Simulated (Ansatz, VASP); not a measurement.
CuO: VASP beside Ansatz

Contents of INCAR:

```
SYSTEM = CuO
  ALGO = Normal
  EDIFF = 1E-7
  ENCUT = 520
  GGA = PS
  ISIF = 2
  ISMEAR = -1
  LASPH = .TRUE.
  LCHARG = .FALSE.
  LREAL = .FALSE.
  LWAVE = .FALSE.
  NBANDS = 25
  NELM = 100
  PREC = Accurate
  SIGMA = 0.05
```

The input KPOINTS:

```
k-points
0
G
  8 8 5
  0 0 0
```

The input POSCAR:

```
CuO
1.0
    1.9710583200     -2.1320145000      0.0000000000
    1.9710583200      2.1320145000      0.0000000000
    0.0000000000      0.0000000000      5.1559280000
Cu O
2 2
Direct
    0.5000000000      0.0000000000      0.0000000000
    0.0000000000      0.5000000000      0.5000000000
    0.5000000000      0.5000000000      0.2500000000
    0.5000000000      0.5000000000      0.7500000000
```

input.yaml

```yaml
crystal:
  lattice:
    - [1.97105832, -2.1320145, 0.0]
    - [1.97105832, 2.1320145, 0.0]
    - [0.0, 0.0, 5.155928]
  atoms:
    - { symbol: Cu, position: [0.5, 0.0, 0.0] }
    - { symbol: Cu, position: [0.0, 0.5, 0.5] }
    - { symbol: O, position: [0.5, 0.5, 0.25] }
    - { symbol: O, position: [0.5, 0.5, 0.75] }
hamiltonian:
  xc: pbesol
  pseudopotentials: { kind: paw }
kpoints:
  mp_grid: { grid: [8, 8, 5] }
  band_path:
    path:
      - [[0.0, 0.0, 0.0], [0.463677429, 0.463677429, 0.0], [0.0, 0.5, 0.0], [0.0, 0.5, 0.5], [0.463677429, 0.463677429, 0.5], [0.0, 0.0, 0.5], [0.0, 0.0, 0.0], [-0.5, 0.5, 0.0], [-0.463677429, 0.536322571, 0.0], [-0.463677429, 0.536322571, 0.5], [-0.5, 0.5, 0.5], [-0.5, 0.5, 0.0]]
      - [[0.0, 0.0, 0.5], [-0.5, 0.5, 0.5]]
    npoints: 14
scf:
  occupations: { method: fermi_dirac, width: 0.05 }
  n_extra_bands: 10
output:
  forces: true
  stress: true
  eigenvalues: true
  fatbands: false
  write_density: true
  write_potential: true
  elf: true
  volumetric_format: npy
```

Measurements of this composition are mostly on another form, of space group No. 15.

Alike in both runs: functional PBEsol; k mesh 8 × 8 × 5; occupations fermi-dirac, width 0.05 eV; no spin polarisation.

|  | VASP | Ansatz |
| --- | --- | --- |
| version | VASP 6.6.1 | Ansatz 0.2.0 |
| potentials or method | VASP PAW PBE potentials, release 64 (Cu, O) | Ansatz PAW |
| plane-wave cutoff (eV) | 520 | 420 |
| valence electrons in the cell | 34 | 50 |
| task | single point | band structure |

Ansatz gave:

| Item | Value |
| --- | --- |
| gap on the k mesh at the Fermi level (eV) | none |
| pressure (GPa) | -3.4 |
| largest component of the traceless stress (GPa) | 1.80 |

**Question.** Estimate VASP's values.

**Answer.** gap on the k mesh at the Fermi level (eV): none; pressure (GPa): -2.7; largest component of the traceless stress (GPa): 1.51.

A gap of «none» marks a metal or a gap that the smearing closes. The functional is the same, so the differences come from potentials, cutoffs and numerics. The two sets of potentials don't hold the same shells in valence.

Caveats: the run has no spin polarisation, though such a crystal can be magnetic; semilocal functionals often make such compounds metallic where correlation or magnetic order opens a gap, which also shifts bond lengths; the PAW data sets were made with another functional, which shifts forces and pressure a little (VASP); the pressure holds a Pulay correction of +0.7 GPa for the finite cutoff (Ansatz); the PAW data sets come from PBE, with cores solved anew for the run's functional, which leaves a small shift of forces and pressure (Ansatz).
